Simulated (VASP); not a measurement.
Runs of VASP 6.6.1 on SrO. Symmetry: Fm-3m, No. 225, cubic system. Conventional cell: a = 5.133 Å, b = 5.133 Å, c = 5.133 Å, α = 90.00°, β = 90.00°, γ = 90.00°. Sr (site symmetry m-3m) has 6 O at 2.57 Å as nearest neighbours. O (site symmetry m-3m) is surrounded by 6 Sr at 2.57 Å. 

| level | potentials or basis | gap on the mesh (eV) | pressure (GPa) |
| --- | --- | --- | --- |
| RPBE | VASP PAW PBE potentials, release 64 (Sr_sv, O) | 3.44 | 7.0 |
| LDA | VASP PAW LDA potentials, release 64 (Sr_sv, O) | 3.15 | (b) |
| TPSS | VASP PAW PBE potentials, release 64 (Sr_sv, O) | 3.40 | 2.7 |
| PBE | VASP PAW PBE potentials, release 64 (Sr_sv, O) | (c) | 3.9 |
| BLYP | VASP PAW PBE potentials, release 64 (Sr_sv, O) | (a) | 6.9 |

Alike in all rows: task band structure; no spin polarisation; cell as given; k mesh 9 × 9 × 9; cutoff (eV) 520; smearing fermi-dirac 0.05 eV.

Estimate the missing entries.

(a) 3.45; (b) -3.1; (c) 3.32.

Caveats: the PAW data sets were made with another functional, which shifts forces and pressure a little (some runs).

A k mesh can miss the band edges, and the runs leave out spin-orbit coupling on Sr.

Not every run made on this cell is shown here.
